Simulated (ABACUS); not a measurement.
## CuI (Marshite) under changes of volume

One of the cells (27.859 Å³/atom); the others are scaled copies at fixed shape and fractional positions:

```
I Cu
1.0
     0.00000    3.03150    3.03150
     3.03150    0.00000    3.03150
     3.03150    3.03150    0.00000
I Cu
1 1
Cartesian
  0.0000 0.0000 0.0000
  4.5473 4.5473 4.5473
```

```yaml
Program: ABACUS 3.10.1
Functional: TM
Potentials_or_basis: SG15 ONCV 1.2 PBE
Cutoff: 1442 eV
Density_cutoff: 5769 eV
Basis: plane waves
k_mesh: 5 × 5 × 5
Occupations: fermi-dirac, width 0.05 eV
Spin: no spin polarisation
```

| volume (Å³/atom) | energy over the lowest point (meV/atom) | pressure (GPa) | gap on the mesh (eV) |
| --- | --- | --- | --- |
| 26.188 | 1.98 | 1.0 | 1.44 |
| 26.745 | 0.00 | 0.0 | 1.39 |
| 27.302 | 1.44 | -1.0 | 1.34 |
| 27.859 | 5.86 | -1.7 | 1.29 |
| 28.417 | ? | ? | ? |
| 28.974 | 22.25 | -3.1 | 1.20 |
| 29.531 | 80.93 | -3.9 | 1.16 |

What does the run at 28.417 Å³/atom give?

Energy over the lowest point 12.91 meV/atom; pressure -2.5 GPa; gap on the mesh 1.24 eV.

The energies don't lie on one smooth curve, so no fit is given. The run at 29.531 Å³/atom lies farthest off, from a change of basis, grid or state.

Energies are extrapolated to zero smearing.

Caveats: the potentials were made for another functional, which shifts forces and pressure; spin-orbit coupling is left out, which moves the levels of the heavy elements.
